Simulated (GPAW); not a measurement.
Input of a GPAW 26.7.0 run:

The input run.py:

```python
from ase import Atoms
from ase.dft.bandgap import bandgap
from ase.io import write
from ase.units import GPa
from gpaw import GPAW, PW

atoms = Atoms(['Bi', 'Bi'],
              cell=[[2.2675, 1.3091417354, 3.938],
                    [-2.2675, 1.3091417354, 3.938],
                    [0.0, -2.6182834708, 3.938]],
              scaled_positions=[[0.766, 0.766, 0.766],
                                [0.234, 0.234, 0.234]],
              pbc=True)

calc = GPAW(mode=PW(500),
            xc='PBE',
            kpts={'size': (6, 6, 6), 'gamma': True},
            occupations={'name': 'fermi-dirac', 'width': 0.05},
            nbands=25,
            maxiter=120,
            txt='gpaw.txt')
atoms.calc = calc
energy = atoms.get_potential_energy()
forces = atoms.get_forces()
stress = atoms.get_stress()
calc.write('gs.gpw')
write('result.traj', atoms)
print(f'Energy: {energy:.6f} eV')
print('Forces (eV/A):')
print(forces.round(4))
print('Stress (GPa):', (stress / GPa).round(3))
print('Fermi level:', round(calc.get_fermi_level(), 4), 'eV')
print(f'Gap: {bandgap(calc)[0]:.4f} eV, direct: {bandgap(calc, direct=True)[0]:.4f} eV')
```

Potentials or basis: GPAW PAW data sets (gpaw-data 1.2.1), pw.

The run is started by

```bash
$ OMP_NUM_THREADS=1 python run.py
```

**Question.** What does it give for the largest force?

**Answer.** 0.113 eV/Å.

**Question.** Predict the pressure.

**Answer.** 2.0 GPa.

**Question.** What does it give for the band gap on the k mesh?

**Answer.** None (metal or under the smearing width).

Stress tensor (GPa, compression positive):
```
1.98 0.00 0.00
0.00 1.98 0.00
0.00 0.00 2.10
```

Caveat: the cutoff is short for stress and forces, so pressures can be off by a GPa or more; spin-orbit coupling is left out, which moves the levels of the heavy elements.
